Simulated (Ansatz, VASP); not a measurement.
## C: VASP beside Ansatz

```
C
1.0
     0.00000    1.77844    1.77844
     1.77844    0.00000    1.77844
     1.77844    1.77844    0.00000
C
2
Cartesian
  0.0000 0.0000 0.0000
  0.8892 0.8892 0.8892
```

Alike in both runs: functional PBE; dispersion D3(BJ); k mesh 12 × 12 × 12; occupations gaussian, width 0.02 eV; no spin polarisation.

Ansatz relaxed the structure, and its values are those at the end. VASP's run is a single point on that final structure, the one shown.

|  | VASP | Ansatz |
| --- | --- | --- |
| version | VASP 6.6.1 | Ansatz 0.2.0 |
| potentials or method | VASP PAW PBE potentials, release 64 (C) | scalar-relativistic, plane waves, PAW |
| plane-wave cutoff (eV) | 520 | 420 |
| valence electrons in the cell | 8 | 8 |

```csv
,VASP,Ansatz,Ansatz less VASP
gap on the k mesh at the Fermi level (eV),4.17,4.18,+0.008
least direct gap on the mesh (eV),5.61,5.62,+0.004
pressure (GPa),0.7,0.0,-0.72
```
